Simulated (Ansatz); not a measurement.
**The polar optical mode of MgO at 3 GPa, worked through**

All numbers below come from Ansatz 0.2.0, DFT PBE, scalar-relativistic, plane waves, PAW. Cutoff 420 eV, 10×10×10 k-points (Γ-centred), fixed occupations. No spin polarisation. Phonons by linear response, acoustic sum rule imposed.

The cell, relaxed at 3 GPa:
```cif
data_structure
_symmetry_space_group_name_H-M 'Fm-3m'
_symmetry_Int_Tables_number 225
_cell_length_a 4.2265
_cell_length_b 4.2265
_cell_length_c 4.2265
_cell_angle_alpha 90.000
_cell_angle_beta 90.000
_cell_angle_gamma 90.000
_cell_volume 75.50
loop_
_atom_site_label
_atom_site_type_symbol
_atom_site_symmetry_multiplicity
_atom_site_Wyckoff_symbol
_atom_site_fract_x
_atom_site_fract_y
_atom_site_fract_z
_atom_site_occupancy
Mg1 Mg 4 a 0.00000 0.00000 0.00000 1
O1 O 4 b 0.50000 0.00000 0.00000 1
```

Linear response gives ν_TO = 382.6 cm⁻¹, Born charges ±1.990 e (positive on Mg) and ε∞ = 3.216. The primitive cell holds 18.874 Å³, and the masses are 24.305 and 15.999 amu.

**Question.** Find ν_LO and the static dielectric constant.

**Answer.** The long-wave field adds a restoring force: ω_LO² − ω_TO² = Z*²e²/(ε_vac ε∞ μV). In these units ν_LO² − ν_TO² = 4.92064×10⁷ Z*²/(μ V ε∞) cm⁻², with μ = m₁m₂/(m₁ + m₂) = 9.648 amu: 332726 cm⁻². So ν_LO = √(382.6² + 332726) = 692.2 cm⁻¹, and the run gives 692.2. Lyddane–Sachs–Teller then gives ε0 = ε∞ (ν_LO/ν_TO)² = 10.52, against 10.52 in the run (it forms both from the same three quantities, so the match checks the arithmetic only). Between ν_TO and ν_LO the dielectric function is negative and an undamped crystal reflects fully: a reststrahlen band from 14.4 to 26.1 μm.

**Question.** What do the Clausius–Mossotti polarisability and the Szigeti charge come to?

**Answer.** With the Lorentz local field, α = (3V/4π)(ε∞ − 1)/(ε∞ + 2) = 1.91 Å³ for the pair, and e_S = 3Z*/(ε∞ + 2) = 1.14 e. The Born charge includes the electrons' response to the dipole's own local field, and e_S takes that enhancement out. The Lorentz field assumes point-like polarisable ions, a fair picture at this small ε∞.

**Question.** How strongly does a slow electron couple to the LO mode?

**Answer.** For one isotropic parabolic band, Fröhlich's constant is α_F = (1/ε∞ − 1/ε0) √(m* Ry/ħω_LO), with Ry = 13.606 eV, ħω_LO = 85.8 meV and m* in free-electron masses: α_F = 0.2159 × 12.59 × √m* = 2.72 √m*. The band mass isn't part of this run; for m* = 0.1, 0.3 and 1 it gives 0.86, 1.49, 2.72. In weak coupling the polaron lies α_F ħω_LO below the band edge (128 meV at m* = 0.3) with a mass m*(1 + α_F/6); past α_F of about 5 or 6 that expansion fails. A semilocal functional's ε∞ tends to be too large, which taken alone lowers α_F.

Cost: 1 run of about 0.088 core-minutes, on Intel Xeon 6975P-C (Granite Rapids) (shared hosts).

The lattice supplies most of the static dielectric response of MgO: ε0 is 10.52, while the electrons alone give 3.216. Tightly bound O 2p electrons and a wide gap keep the electronic screening weak, so the field of the charged sublattices lifts the LO mode far above the TO mode. The Born charge of 1.990 e fits Mg²⁺O²⁻, but the Szigeti charge of 1.14 e suggests that this near-formal value hides a partial cancellation between local-field enhancement and the deformation of overlapping ions. Neither charge counts transferred electrons.

The TO frequency of 382.6 cm⁻¹ is below the measured ambient value, although pressure should stiffen the mode. The likely cause is PBE's underbinding: even at 3 GPa the computed cell is slightly larger than the real crystal at ambient pressure, which weakens the short-range restoring force. A TO mode that is too soft also inflates ε0. The Fröhlich estimate suits an electron in the dispersive, s-like conduction band, but doesn't settle whether holes in the flatter, degenerate O 2p bands self-trap.
